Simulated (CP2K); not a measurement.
Input of a CP2K 2026.2 run:

File feo_bands.inp:

```
&GLOBAL
  PROJECT feo_bands
  RUN_TYPE ENERGY_FORCE
  PRINT_LEVEL LOW
&END GLOBAL
&FORCE_EVAL
  METHOD QS
  STRESS_TENSOR ANALYTICAL
  &DFT
    BASIS_SET_FILE_NAME BASIS_MOLOPT_UZH
    POTENTIAL_FILE_NAME GTH_POTENTIALS
    UKS T
    MULTIPLICITY 5
    &MGRID
      CUTOFF 600
      REL_CUTOFF 60
      NGRIDS 4
    &END MGRID
    &QS
      METHOD GPW
      EPS_DEFAULT 1.0E-10
    &END QS
    &KPOINTS
      SCHEME MONKHORST-PACK 11 11 11
      GAMMA_CENTERED T
      SYMMETRY T
      SYMMETRY_BACKEND SPGLIB
    &END KPOINTS
    &SCF
      SCF_GUESS ATOMIC
      EPS_SCF 1.0E-6
      MAX_SCF 150
      ADDED_MOS 13 17
      CHOLESKY OFF
      EPS_EIGVAL 1.0E-7
      &DIAGONALIZATION ON
        ALGORITHM STANDARD
      &END DIAGONALIZATION
      &MIXING ON
        METHOD PULAY_MIXING
        ALPHA 0.4
        BETA 1.5
        NBUFFER 6
      &END MIXING
      &SMEAR ON
        METHOD FERMI_DIRAC
        ELECTRONIC_TEMPERATURE 116.05
      &END SMEAR
    &END SCF
    &XC
      &XC_FUNCTIONAL
        &LDA_X
        &END LDA_X
        &LDA_C_PW
        &END LDA_C_PW
      &END XC_FUNCTIONAL
    &END XC
    &PRINT
      &KPOINTS ON
      &END KPOINTS
      &MULLIKEN ON
      &END MULLIKEN
      &MO ON
        ENERGIES T
        OCCUPATION_NUMBERS T
        &EACH
          QS_SCF 0
        &END EACH
        ADD_LAST NUMERIC
      &END MO
      &BAND_STRUCTURE
        FILE_NAME bands.bs
        ADDED_MOS 6
        &KPOINT_SET
          UNITS B_VECTOR
          NPOINTS 6
          SPECIAL_POINT GAMMA 0.00000000 0.00000000 0.00000000
          SPECIAL_POINT L 0.50000000 0.00000000 0.00000000
          SPECIAL_POINT B1 0.50000000 0.24741717 -0.24741717
        &END KPOINT_SET
        &KPOINT_SET
          UNITS B_VECTOR
          NPOINTS 6
          SPECIAL_POINT B 0.75258283 0.50000000 0.24741717
          SPECIAL_POINT Z 0.50000000 0.50000000 0.50000000
          SPECIAL_POINT GAMMA 0.00000000 0.00000000 0.00000000
          SPECIAL_POINT X 0.37370859 0.00000000 -0.37370859
        &END KPOINT_SET
        &KPOINT_SET
          UNITS B_VECTOR
          NPOINTS 6
          SPECIAL_POINT Q 0.62629141 0.37370859 0.00000000
          SPECIAL_POINT F 0.50000000 0.50000000 0.00000000
          SPECIAL_POINT P1 0.62629141 0.62629141 0.24741717
          SPECIAL_POINT Z 0.50000000 0.50000000 0.50000000
        &END KPOINT_SET
        &KPOINT_SET
          UNITS B_VECTOR
          NPOINTS 6
          SPECIAL_POINT L 0.50000000 0.00000000 0.00000000
          SPECIAL_POINT P 0.75258283 0.37370859 0.37370859
        &END KPOINT_SET
      &END BAND_STRUCTURE
    &END PRINT
  &END DFT
  &SUBSYS
    &CELL
      ABC 3.0698575869 3.0698575869 3.0698575869
      ALPHA_BETA_GAMMA 59.3069134317 59.3069134314 59.3069134312
      PERIODIC XYZ
    &END CELL
    &COORD
      SCALED
      Fe  0.0000000000 0.0000000000 0.0000000000
      O   0.5000000000 0.5000000000 0.5000000000
    &END COORD
    &KIND Fe
      BASIS_SET TZVP-MOLOPT-PBE-GTH-q16
      POTENTIAL GTH-PADE-q16
      MAGNETIZATION 3.0
    &END KIND
    &KIND O
      BASIS_SET TZVP-MOLOPT-PBE-GTH-q6
      POTENTIAL GTH-PADE-q6
    &END KIND
    &PRINT
      &ATOMIC_COORDINATES ON
      &END ATOMIC_COORDINATES
      &CELL ON
      &END CELL
    &END PRINT
  &END SUBSYS
  &PRINT
    &FORCES ON
    &END FORCES
    &STRESS_TENSOR ON
    &END STRESS_TENSOR
  &END PRINT
&END FORCE_EVAL
```

Potentials or basis: GTH_POTENTIALS Fe GTH-PADE-q16, O GTH-PADE-q6; TZVP-MOLOPT-PBE-GTH basis.

Launch:

```sh
$ OMP_NUM_THREADS=1 cp2k.psmp -i feo_bands.inp -o feo_bands.out
```

Problem. Estimate the pressure.

Solution. -16.1 GPa.

Problem. Estimate the Mulliken charges.

Solution. Fe +1.39; O -1.39 e.

Stress tensor (GPa, compression positive):
```
-16.48  -0.38  -0.27
 -0.38 -16.03  -0.15
 -0.27  -0.15 -15.92
```

Caveat: the basis of atomic orbitals isn't converged, which shifts pressures, moduli and gaps; the total moment is fixed, so each spin has its own Fermi level; a cell with one magnetic atom can't hold antiferromagnetic order, which such compounds often take.
